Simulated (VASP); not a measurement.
# ZnSe (Stilleite) (F-43m) in VASP: notebook

One crystal, ZnSe (Stilleite), is run at these levels: PBEsol; tasks: relaxation of cell and atoms.

Program: VASP 6.6.1. These are calculated values, not measurements. Logs are shortened: lines on timing, memory, paths and dates and some standing lists are left out, and cuts for length are marked.

## (1) The structure

Symmetry: F-43m, No. 216, cubic system. Conventional cell: a = 5.668 Å, b = 5.668 Å, c = 5.668 Å, α = 90.00°, β = 90.00°, γ = 90.00°. Around Zn (site symmetry -43m) lie 4 Se at 2.45 Å. Around Se (site symmetry -43m) lie 4 Zn at 2.45 Å.

## (2) Relaxation of cell and atoms, PBEsol

The input, INCAR:

```
ALGO     = Normal         # electronic algorithm
EDIFF    = 1E-6           # SCF threshold, eV
EDIFFG   = -0.01          # ionic threshold
ENCUT    = 600            # plane-wave cutoff, eV
GGA      = PS             # functional
IBRION   = 2              # ionic algorithm
ISIF     = 3              # what is computed and relaxed
ISMEAR   = 0              # smearing method
KPAR     = 8            
LASPH    = T              # aspherical terms in the spheres
LCHARG   = F              # write CHGCAR
LREAL    = F              # projectors in reciprocal space
LWAVE    = F              # write WAVECAR
NELM     = 80             # most SCF steps
NSW      = 90             # ionic steps
PREC     = Accurate       # precision mode
SIGMA    = 0.03           # smearing width, eV
```

The input, KPOINTS:

```
k-points
0
Gamma
  8 8 8
```

The input, POSCAR:

```
ZnSe
1.0
    0.0000000000      2.8338000000      2.8338000000
    2.8338000000      0.0000000000      2.8338000000
    2.8338000000      2.8338000000      0.0000000000
Zn Se
1 1
Direct
    0.0000000000      0.0000000000      0.0000000000
    0.2500000000      0.2500000000      0.2500000000
```

Potentials or basis: VASP PAW PBE potentials, release 64 (Zn, Se).

The run is started by

```console
cat potpaw_PBE.64/Zn/POTCAR potpaw_PBE.64/Se/POTCAR > POTCAR
mpirun -np 8 vasp_std > vasp.out
```

OUTCAR:

```text
EDIFF = 1E-6
   EDIFFG = -0.01
   ENCUT = 600
   GGA = PS
   IBRION = 2
   ISIF = 3
   ISMEAR = 0
   LASPH = T
   LREAL = F
   NELM = 80
   NSW = 90
   PREC = Accurate

 ion  position               nearest neighbor table
   1  0.000  0.000  0.000-   2 2.45   2 2.45   2 2.45   2 2.45
   2  0.250  0.250  0.250-   1 2.45   1 2.45   1 2.45   1 2.45

  LATTYP: Found a face centered cubic cell.
 ALAT       =     5.6676000000

  Lattice vectors:

 A1 = (   0.0000000000,   2.8338000000,   2.8338000000)
 A2 = (   2.8338000000,   0.0000000000,   2.8338000000)
 A3 = (   2.8338000000,   2.8338000000,   0.0000000000)

Analysis of symmetry for initial positions (statically):
=====================================================================
 Subroutine PRICEL returns:
 Original cell was already a primitive cell.

 Routine SETGRP: Setting up the symmetry group for a
 face centered cubic supercell.

 Subroutine GETGRP returns: Found 24 space group operations
 (whereof 24 operations were pure point group operations)
 out of a pool of 48 trial point group operations.

The static configuration has the point symmetry T_d .

Analysis of symmetry for dynamics (positions and initial velocities):
=====================================================================
 Subroutine PRICEL returns:
 Original cell was already a primitive cell.

 Routine SETGRP: Setting up the symmetry group for a
 face centered cubic supercell.

 Subroutine GETGRP returns: Found 24 space group operations
 (whereof 24 operations were pure point group operations)
 out of a pool of 48 trial point group operations.

The dynamic configuration has the point symmetry T_d .

 Subroutine INISYM returns: Found 24 space group operations
 (whereof 24 operations are pure point group operations),
 and found     1 'primitive' translations

----------------------------------------------------------------------------------------

                                     Primitive cell

  volume of cell :      45.5132

  direct lattice vectors                    reciprocal lattice vectors
     0.000000000  2.833800000  2.833800000    -0.176441527  0.176441527  0.176441527
     2.833800000  0.000000000  2.833800000     0.176441527 -0.176441527  0.176441527
     2.833800000  2.833800000  0.000000000     0.176441527  0.176441527 -0.176441527

  length of vectors
     4.007598393  4.007598393  4.007598393     0.305605690  0.305605690  0.305605690

  position of ions in fractional coordinates (direct lattice)
     0.000000000  0.000000000  0.000000000
     0.250000000  0.250000000  0.250000000

  ion indices of the primitive-cell ions
[... 95 lines left out ...]
     AMIX_MAG =   1.60;   BMIX_MAG =  1.00
  volume/ion in A,a.u.               =      22.76       153.57
  Fermi-wavevector in a.u.,A,eV,Ry     =   1.201673  2.270834 19.647073  1.444019
  Thomas-Fermi vector in A             =   2.337476
   LORBIT       =      0    0 simple, 1 ext, 2 COOP (PROOUT), +10 PAW based schemes
   GGA     = PS    functional components
   LHFCALC =     F    Hartree Fock is set to
   AEXX    =    0.0000 exact exchange contribution
   IVDW    =     0    specifies the selected vdW correction
   LEPSILON=     F    determine dielectric tensor
   LRPA    =     F    only Hartree local field effects (RPA)
 conjugate gradient relaxation of ions
 non-spin polarized calculation
 Gauss-broadening in eV      SIGMA  =   0.03
  energy-cutoff  :      600.00
  volume of cell :       45.51
 maximum number of plane-waves:      1540
   NGX = 17   NGY = 17   NGZ = 17

--------------------------------------- Ionic step        1  -------------------------------------------

 number of electron      17.9999991 magnetization

 Free energy of the ion-electron system (eV)
  ---------------------------------------------------
  ext. energy  EPLUGINS =         0.00000000
  ---------------------------------------------------
  free energy    TOTEN  =        -6.77138296 eV

  energy without entropy =       -6.77138296  energy(sigma->0) =       -6.77138296

------------------------ aborting loop because EDIFF is reached ----------------------------------------

  FORCE on cell =-STRESS in cart. coord.  units (eV):
  Direction    XX          YY          ZZ          XY          YZ          ZX
  --------------------------------------------------------------------------------------
  -------------------------------------------------------------------------------------
  Total       -0.2581473     -0.2581473     -0.2581473      0.0000000      0.0000000      0.0000000
  in kB       -9.0874182     -9.0874182     -9.0874182      0.0000000      0.0000000      0.0000000
  external PRESSURE =      -9.0874182 kB  Pullay stress =       0.0000000 kB
[... 59 lines left out ...]
--------------------------------------- Ionic step        3  -------------------------------------------

 number of electron      17.9999986 magnetization

 Free energy of the ion-electron system (eV)
  ---------------------------------------------------
  ext. energy  EPLUGINS =         0.00000000
  ---------------------------------------------------
  free energy    TOTEN  =        -6.77324114 eV

  energy without entropy =       -6.77324114  energy(sigma->0) =       -6.77324114

 E-fermi :   1.7391     XC(G=0):  -9.5897

 val. band max:        1.6082360566   @ k =   0.0000   0.0000   0.0000
 cond. band min:       2.8344949667   @ k =   0.0000   0.0000   0.0000
 fundamental gap:      1.2262589100
 Fermi energy:         1.7390871937

 k-point     1 :       0.0000    0.0000    0.0000
  band No.  band energies     occupation
      1     -11.7685      2.00000
      2      -5.0013      2.00000
      3      -5.0013      2.00000
      4      -5.0013      2.00000
      5      -4.6170      2.00000
      6      -4.6170      2.00000
      7       1.6082      2.00000
      8       1.6082      2.00000
      9       1.6082      2.00000
     10       2.8345      0.00000
     11       7.3353      0.00000
     12       7.3353      0.00000
     13       7.3353      0.00000
[... 354 lines left out ...]
  band No.  band energies     occupation
      1     -10.8096      2.00000
      2      -4.8969      2.00000
      3      -4.8562      2.00000
      4      -4.6529      2.00000
      5      -4.6102      2.00000
      6      -4.4010      2.00000
      7      -3.4113      2.00000
      8      -0.8845      2.00000
      9       0.0901      2.00000
     10       5.8074      0.00000
     11       7.0234      0.00000
     12       8.9811      0.00000
     13      10.2159      0.00000

 [... further k-points ...]
[... 5 lines left out ...]
  --------------------------------------------------------------------------------------
  -------------------------------------------------------------------------------------
  Total        0.0026510      0.0026510      0.0026510      0.0000000      0.0000000      0.0000000
  in kB        0.0946312      0.0946312      0.0946312      0.0000000      0.0000000      0.0000000
  external PRESSURE =       0.0946312 kB  Pullay stress =       0.0000000 kB
[... 17 lines left out ...]
  FREE ENERGIE OF THE ION-ELECTRON SYSTEM (eV)
  ---------------------------------------------------
  free  energy   TOTEN  =        -6.7732411402 eV

  energy  without entropy=       -6.7732411402  energy(sigma->0) =       -6.77324114

 reached required accuracy - stopping structural energy minimisation
```

CONTCAR:

```text
ZnSe
   1.00000000000000
     0.0000000000000000    2.8206646088635043    2.8206646088635043
     2.8206646088635043    0.0000000000000000    2.8206646088635043
     2.8206646088635043    2.8206646088635043    0.0000000000000000
  Zn              Se
     1     1
Direct
     0.0000000000000000    0.0000000000000000    0.0000000000000000
     0.2500000000000000    0.2500000000000000    0.2500000000000000

  0.00000000E+00  0.00000000E+00  0.00000000E+00
  0.00000000E+00  0.00000000E+00  0.00000000E+00
```

It took 6.9 s on 8 MPI ranks of AMD EPYC 9R45 (Zen 5), shared host; peak memory 0.19 GiB.

What came out:

```yaml
Free_energy: -6.7732 eV
Relaxed_volume: 22.44 Å³/atom
Relaxed_cell: a = 3.989 Å, b = 3.989 Å, c = 3.989 Å, α = 60.00°, β = 60.00°, γ = 60.00°
Space_group_after_relaxing_to_0.05_Å: F-43m (No. 216)
Energy_gained_by_relaxing: 0.9 meV/atom
Ionic_steps: 3
Pressure_after_relaxing: 0.0 GPa
Band_gap_on_the_k_mesh: 1.23 eV, direct
```

Step by step:
| step | energy change (eV) | largest force (eV/Å) | pressure (GPa) | volume (Å³) |
| --- | --- | --- | --- | --- |
| 1 | 0.0000 | 0.0000 | -0.91 | 45.51 |
| 2 | -0.0017 | 0.0000 | 0.45 | 44.67 |
| 3 | -0.0019 | 0.0000 | 0.01 | 44.88 |

Final structure:
```
Zn Se
1.0
     0.00000    2.82066    2.82066
     2.82066    0.00000    2.82066
     2.82066    2.82066    0.00000
Zn Se
1 1
Direct
  0.00000 0.00000 0.00000
  0.25000 0.25000 0.25000
```

Levels at points of the mesh, in eV from the valence-band top:
| k point | band 5 | band 6 | band 7 | band 8 | band 9 | band 10 | band 11 | band 12 | band 13 |
| --- | --- | --- | --- | --- | --- | --- | --- | --- | --- |
| (0.00, 0.00, 0.00) | -6.23 | -6.23 | 0.00 | 0.00 | 0.00 | 1.23 | 5.73 | 5.73 | 5.73 |
| (0.50, 0.00, 0.00) | -6.21 | -6.06 | -5.37 | -0.90 | -0.90 | 2.47 | 6.30 | 6.30 | 8.44 |
| (0.50, 0.50, 0.00) | -6.17 | -6.04 | -4.85 | -2.26 | -2.26 | 2.81 | 3.37 | 10.71 | 11.27 |

Caveat: the PAW data sets were made with another functional, which shifts forces and pressure a little. As with any semilocal functional, this PBEsol gap is likely too small.

## (3) Relaxation of cell and atoms, PBEsol

This run uses another cell than the first one, of 22.44 Å³/atom, 0.986 times its volume.

Edit INCAR of step 2 so:

```diff
@@ -1,4 +1,4 @@
 ALGO     = Normal         # electronic algorithm
-EDIFF    = 1E-6           # SCF threshold, eV
-EDIFFG   = -0.01          # ionic threshold
+EDIFF    = 1E-7           # SCF threshold, eV
+EDIFFG   = -0.005         # ionic threshold
 ENCUT    = 600            # plane-wave cutoff, eV
```

KPOINTS is that of step 2.

The input, POSCAR:

```
ZnSe                                    
1.0
    0.0000000000      2.8206646089      2.8206646089
    2.8206646089      0.0000000000      2.8206646089
    2.8206646089      2.8206646089      0.0000000000
  Zn              Se            
     1     1
Direct
     0.0000000000000000    0.0000000000000000    0.0000000000000000
     0.2500000000000000    0.2500000000000000    0.2500000000000000
```

Potentials or basis: VASP PAW PBE potentials, release 64 (Zn, Se).

The run is started by

```console
cat potpaw_PBE.64/Zn/POTCAR potpaw_PBE.64/Se/POTCAR > POTCAR
mpirun -np 8 vasp_std > vasp.out
```

Wall time 3.3 s (8 MPI ranks of AMD EPYC 9R45 (Zen 5), shared host); peak memory 0.17 GiB.

It converged, with:

| Item | Value |
| --- | --- |
| Free energy | -6.7731 eV |
| Pressure after relaxing | 0.0 GPa |
| Band gap on the k mesh | 1.23 eV, direct |

Final structure:
```
Zn Se
1.0
     0.00000    2.82066    2.82066
     2.82066    0.00000    2.82066
     2.82066    2.82066    0.00000
Zn Se
1 1
Direct
  0.00000 0.00000 0.00000
  0.25000 0.25000 0.25000
```

Levels at points of the mesh, in eV from the valence-band top:
```tsv
k point	band 6	band 7	band 8	band 9	band 10	band 11	band 12	band 13
(0.00, 0.00, 0.00)	-6.22	0.00	0.00	0.00	1.23	5.73	5.73	5.73
(0.50, 0.00, 0.00)	-6.06	-5.37	-0.90	-0.90	2.47	6.30	6.30	8.44
(0.50, 0.50, 0.00)	-6.04	-4.85	-2.26	-2.26	2.81	3.37	10.71	11.27
```

Caveat: the relaxation stopped at its first step, so nothing moved; the PAW data sets were made with another functional, which shifts forces and pressure a little. A hybrid or GW would open this gap; PBEsol tends to underestimate it.

## (4) Relaxation of cell and atoms, PBEsol

The input, INCAR:

```
SYSTEM = ZnSe
PREC     = Accurate       ! precision mode
ENCUT    = 600            ! plane-wave cutoff, eV
EDIFF    = 1E-6           ! SCF threshold, eV
ISMEAR   = 0              ! smearing method
SIGMA    = 0.03           ! smearing width, eV
LREAL    = .FALSE.        ! projectors in reciprocal space
LASPH    = .TRUE.         ! aspherical terms in the spheres
NELM     = 80             ! most SCF steps
ALGO     = Normal         ! electronic algorithm
ISIF     = 3              ! what is computed and relaxed
LWAVE    = .FALSE.        ! write WAVECAR
LCHARG   = .FALSE.        ! write CHGCAR
GGA      = PS             ! functional
IBRION   = 2              ! ionic algorithm
NSW      = 90             ! ionic steps
EDIFFG   = -0.01          ! ionic threshold
```

The input, KPOINTS:

```
Automatic mesh
0
G
  8 8 8
  0 0 0
```

The input, POSCAR:

```
ZnSe
1.0
    0.0000000000      2.8338000000      2.8338000000
    2.8338000000      0.0000000000      2.8338000000
    2.8338000000      2.8338000000      0.0000000000
Zn Se
1 1
Direct
    0.0000000000      0.0000000000      0.0000000000
    0.2500000000      0.2500000000      0.2500000000
```

The run is started by

```console
cat potpaw_PBE.64/Zn/POTCAR potpaw_PBE.64/Se/POTCAR > POTCAR
mpirun -np 1 vasp_std > vasp.out
```

Wall time 15 s (1 thread of Intel Xeon 6975P-C (Granite Rapids), shared host); peak memory 0.2 GiB.

It converged, with:

| Property | Result |
| --- | --- |
| Free energy | -6.7732 eV |
| Relaxed volume | 22.44 Å³/atom |
| Relaxed cell | a = 3.989 Å, b = 3.989 Å, c = 3.989 Å, α = 60.00°, β = 60.00°, γ = 60.00° |
| Space group after relaxing (to 0.05 Å) | F-43m (No. 216) |
| Energy gained by relaxing | 0.9 meV/atom |
| Ionic steps | 3 |
| Pressure after relaxing | 0.0 GPa |
| Band gap on the k mesh | 1.23 eV, direct |

The path:
| step | energy change (eV) | largest force (eV/Å) | pressure (GPa) | volume (Å³) |
| --- | --- | --- | --- | --- |
| 1 | 0.0000 | 0.0000 | -0.91 | 45.51 |
| 2 | -0.0017 | 0.0000 | 0.45 | 44.67 |
| 3 | -0.0019 | 0.0000 | 0.01 | 44.88 |

Final structure:
```
CELL_PARAMETERS angstrom
0.00000 2.82066 2.82066
2.82066 0.00000 2.82066
2.82066 2.82066 0.00000
ATOMIC_POSITIONS crystal
Zn 0.00000 0.00000 0.00000
Se 0.25000 0.25000 0.25000
```

Levels at points of the mesh, in eV from the valence-band top:
| k point | band 7 | band 8 | band 9 | band 10 | band 11 | band 12 |
| --- | --- | --- | --- | --- | --- | --- |
| (0.00, 0.00, 0.00) | 0.00 | 0.00 | 0.00 | 1.23 | 5.73 | 5.73 |
| (0.50, 0.00, 0.00) | -5.37 | -0.90 | -0.90 | 2.47 | 6.30 | 6.30 |
| (0.50, 0.50, 0.00) | -4.85 | -2.26 | -2.26 | 2.81 | 3.37 | 10.71 |

Caveat: the PAW data sets were made with another functional, which shifts forces and pressure a little.

## (5) Relaxation of cell and atoms, PBEsol

This run uses another cell than the first one, of 22.44 Å³/atom, 0.986 times its volume.

Edit INCAR of step 4 so:

```diff
@@ -3,3 +3,3 @@
 ENCUT    = 600            ! plane-wave cutoff, eV
-EDIFF    = 1E-6           ! SCF threshold, eV
+EDIFF    = 1E-7           ! SCF threshold, eV
 ISMEAR   = 0              ! smearing method
@@ -16,2 +16,2 @@
 NSW      = 90             ! ionic steps
-EDIFFG   = -0.01          ! ionic threshold
+EDIFFG   = -0.005         ! ionic threshold
```

KPOINTS is that of step 4.

The input, POSCAR:

```
ZnSe                                    
1.0
   -0.0000000000      2.8206646090      2.8206646090
    2.8206646090     -0.0000000000      2.8206646090
    2.8206646090      2.8206646090      0.0000000000
  Zn              Se            
     1     1
Direct
     0.0000000000000000    0.0000000000000000    0.0000000000000000
     0.2500000000000000    0.2500000000000000    0.2500000000000000
```

The run is started by

```console
cat potpaw_PBE.64/Zn/POTCAR potpaw_PBE.64/Se/POTCAR > POTCAR
mpirun -np 1 vasp_std > vasp.out
```

Run time: 7.1 s. Hardware: 1 thread of Intel Xeon 6975P-C (Granite Rapids), shared host; peak memory 0.18 GiB.

It converged, with:

```
Free energy             : -6.7731 eV
Pressure after relaxing : 0.0 GPa
Band gap on the k mesh  : 1.23 eV, direct
```

Final structure:
```cif
data_structure
_symmetry_space_group_name_H-M 'P 1'
_symmetry_Int_Tables_number 1
_cell_length_a 3.9890
_cell_length_b 3.9890
_cell_length_c 3.9890
_cell_angle_alpha 60.000
_cell_angle_beta 60.000
_cell_angle_gamma 60.000
_cell_volume 44.88
loop_
_atom_site_label
_atom_site_type_symbol
_atom_site_fract_x
_atom_site_fract_y
_atom_site_fract_z
_atom_site_occupancy
Zn1 Zn 0.00000 0.00000 0.00000 1
Se1 Se 0.25000 0.25000 0.25000 1
```

Levels at points of the mesh, in eV from the valence-band top:
```tsv
k point	band 6	band 7	band 8	band 9	band 10	band 11	band 12	band 13
(0.00, 0.00, 0.00)	-6.22	0.00	0.00	0.00	1.23	5.73	5.73	5.73
(0.50, 0.00, 0.00)	-6.06	-5.37	-0.90	-0.90	2.47	6.30	6.30	8.44
(0.50, 0.50, 0.00)	-6.04	-4.85	-2.26	-2.26	2.81	3.37	10.71	11.27
```

Caveat: the relaxation stopped at its first step, so nothing moved; the PAW data sets were made with another functional, which shifts forces and pressure a little. PBEsol gaps usually lie below the measured ones, often by a third to a half.
